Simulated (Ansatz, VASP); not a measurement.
## Two plane-wave programs on BaTe

```
Ba Te
1.0
     4.75039    0.00000    0.00000
    -2.37520    4.11396    0.00000
     0.00000    0.00000    4.37897
Ba Te
1 1
Direct
  0.33333 0.66667 0.50000
  0.00000 0.00000 0.00000
```

Alike in both runs: functional PBE; k mesh 9 × 9 × 6; occupations gaussian, width 0.02 eV; no spin polarisation.

Ansatz relaxed the structure, and its values are those at the end. VASP's run is a single point on that final structure, the one shown.

```csv
,VASP,Ansatz
version,VASP 6.6.1,Ansatz 0.2.0
potentials or method,"VASP PAW PBE potentials, release 64 (Ba_sv, Te)","scalar-relativistic, plane waves, PAW"
plane-wave cutoff (eV),520,420
valence electrons in the cell,16,26
```

|  | VASP | Ansatz | Ansatz less VASP |
| --- | --- | --- | --- |
| gap on the k mesh at the Fermi level (eV) | 1.42 | 1.47 | +0.059 |
| least direct gap on the mesh (eV) | 1.42 | 1.47 | +0.059 |
| pressure (GPa) | 1.3 | 0.9 | -0.36 |

The two sets of potentials don't hold the same shells in valence.

Caveats: spin-orbit coupling is left out, which moves the levels of the heavy elements; an odd mesh through Γ misses points on the zone boundary, where band edges often lie. Expect the measured gap to be larger: semilocal functionals such as PBE lack the derivative discontinuity.
